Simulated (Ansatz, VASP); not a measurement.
# SnO2 in VASP and in Ansatz

```
CELL_PARAMETERS angstrom
4.72257 0.00000 0.00000
0.00000 4.73055 0.00000
0.00000 0.00000 3.19141
ATOMIC_POSITIONS crystal
Sn 0.50000 0.50000 0.50000
Sn 0.00000 0.00000 0.00000
O 0.30541 0.30678 0.00000
O 0.80541 0.19322 0.50000
O 0.19459 0.80678 0.50000
O 0.69459 0.69322 0.00000
```

Alike in both runs: functional LDA; k mesh 4 × 4 × 6; occupations gaussian, width 0.1 eV; no spin polarisation.

Ansatz relaxed the structure, and its values are those at the end. VASP's run is a single point on that final structure, the one shown.

|  | VASP | Ansatz |
| --- | --- | --- |
| version | VASP 6.6.1 | Ansatz 0.2.0 |
| potentials or method | VASP PAW LDA potentials, release 64 (Sn_d, O) | scalar-relativistic, plane waves, PAW |
| plane-wave cutoff (eV) | 520 | 420 |
| valence electrons in the cell | 52 | 52 |

```csv
,VASP,Ansatz,Ansatz less VASP
gap on the k mesh at the Fermi level (eV),1.17,1.14,-0.035
least direct gap on the mesh (eV),1.17,1.14,-0.035
pressure (GPa),0.6,-0.4,-1.07
rms of the force components (eV/Å),0.010,0.001,-0.0089
```

Caveats: spin-orbit coupling is left out, which moves the levels of the heavy elements. A hybrid or GW would open this gap; LDA tends to underestimate it.
